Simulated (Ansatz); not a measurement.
Structure: BeSe (F-43m) from a database structure, at its r2SCAN minimum. It is cubic, F-43m (No. 216); conventional cell a = 5.162 Å, 17.19 Å³ an atom. Around Be lie 4 Se at 2.24 Å; around Se lie 4 Be at 2.24 Å.

```xyz
2
Lattice="0.0000 2.5810 2.5810 2.5810 0.0000 2.5810 2.5810 2.5810 0.0000" Properties=species:S:1:pos:R:3 pbc="T T T"
Be    0.0000    0.0000    0.0000
Se    1.2905    1.2905    1.2905
```

5 runs of Ansatz on this cell differ in the functional (and in the settings that go with it). Levels are in eV from each run's valence top; v1 is the last filled band, c1 the first empty one.

Run A, mean stress -0.3 GPa (compression positive):
```tsv
point	v4	v3	v2	v1	c1	c2
Γ	-14.74	0.00	0.00	0.00	5.61	6.21
X	-12.79	-5.40	-2.78	-2.78	3.65	5.24
U	-12.81	-4.95	-4.20	-2.32	4.82	8.03
```

Run B, mean stress 0.0 GPa (compression positive):
```tsv
point	v4	v3	v2	v1	c1	c2
Γ	-14.26	0.00	0.00	0.00	5.04	5.60
X	-12.39	-5.19	-2.68	-2.68	3.12	4.68
U	-12.41	-4.76	-4.05	-2.23	4.26	7.40
```

Run C, mean stress -0.7 GPa (compression positive):
```tsv
point	v4	v3	v2	v1	c1	c2
Γ	-15.02	0.00	0.00	0.00	5.38	6.08
X	-13.02	-5.54	-2.84	-2.84	3.49	5.12
U	-13.04	-5.08	-4.29	-2.37	4.67	7.89
```

Run D, mean stress -0.7 GPa (compression positive):
```tsv
point	v4	v3	v2	v1	c1	c2
Γ	-15.10	0.00	0.00	0.00	6.05	6.79
X	-13.10	-5.61	-2.88	-2.88	4.17	5.82
U	-13.12	-5.15	-4.36	-2.40	5.36	8.62
```

Run E, mean stress +0.7 GPa (compression positive):
```tsv
point	v4	v3	v2	v1	c1	c2
Γ	-13.73	0.00	0.00	0.00	4.29	5.02
X	-11.97	-5.02	-2.62	-2.62	2.66	4.22
U	-11.99	-4.60	-3.96	-2.18	3.77	6.82
```

Task: Match the runs to PBE, r2SCAN, r2SCANh, HSE06, PBE0.

Result: A is r2SCANh, B is r2SCAN, C is HSE06, D is PBE0, E is PBE. In order of the gap: PBE 2.66, r2SCAN 3.12, HSE06 3.49, r2SCANh 3.65, PBE0 4.17 eV. The stress vanishes for r2SCAN, which relaxed the cell.

Calculated for a static, non-magnetic cell.

Spin-orbit coupling is left out.

The program warns that its thresholds are loose for a hybrid's stress.

The meshes of the hybrids are coarse, so their gaps aren't converged to the digits shown.
